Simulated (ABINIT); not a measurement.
Crystal: TiC.

```xyz
2
Lattice="0.0000 2.1657 2.1657 2.1657 0.0000 2.1657 2.1657 2.1657 0.0000" Properties=species:S:1:pos:R:3 pbc="T T T"
Ti    0.0000    0.0000    0.0000
C     2.1657    2.1657    2.1657
```

The cell is a database's computed one.

Base run:

```yaml
Program: ABINIT 10.8.3 (patched build)
Functional: revPBE
Potentials_or_basis: JTH PAW PBE v2.0
Cutoff: 517 eV
k_mesh: 11 × 11 × 11
Occupations: fermi-dirac, width 0.05 eV
Spin: no spin polarisation
```

Its results: band gap on the k mesh none (metal or under the smearing width); pressure 4.0 GPa.

After a change of settings the same cell gave: band gap on the k mesh none (metal or under the smearing width); pressure -5.3 GPa. Which change was it?
A. functional from revPBE to WC
B. functional from revPBE to LDA; potentials or basis from JTH PAW PBE v2.0 to PseudoDojo NC SR LDA v0.4.1 standard; cutoff from 517 eV to 1143 eV
C. functional from revPBE to BLYP
D. functional from revPBE to PW91

A.

WC binds more tightly than revPBE, so the same cell stands under less pressure.

Caveats: the PAW data sets were made with another functional, which shifts forces and pressure a little.

Runs at the PBE level aren't shown here.
